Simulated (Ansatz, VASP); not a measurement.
One calculation of Pd, two programs

```
Pd
1.0
     0.00000    1.91952    1.91952
     1.91952    0.00000    1.91952
     1.91952    1.91952    0.00000
Pd
1
Direct
  0.00000 0.00000 0.00000
```

Alike in both runs: functional LDA; k mesh 18 × 18 × 18; occupations gaussian, width 0.1 eV; no spin polarisation.

Ansatz relaxed the structure, and its values are those at the end. VASP's run is a single point on that final structure, the one shown.

|  | VASP | Ansatz |
| --- | --- | --- |
| version | VASP 6.6.1 | Ansatz 0.2.0 |
| potentials or method | VASP PAW LDA potentials, release 64 (Pd) | scalar-relativistic, plane waves, PAW |
| plane-wave cutoff (eV) | 520 | 420 |
| valence electrons in the cell | 10 | 18 |

Ansatz gave:

| Quantity | Value |
| --- | --- |
| gap on the k mesh at the Fermi level (eV) | none |
| pressure (GPa) | 0.0 |

Task: Estimate VASP's values.

Result: gap on the k mesh at the Fermi level (eV): none; pressure (GPa): 0.3.

A gap of «none» marks a metal or a gap that the smearing closes. The two sets of potentials don't hold the same shells in valence.
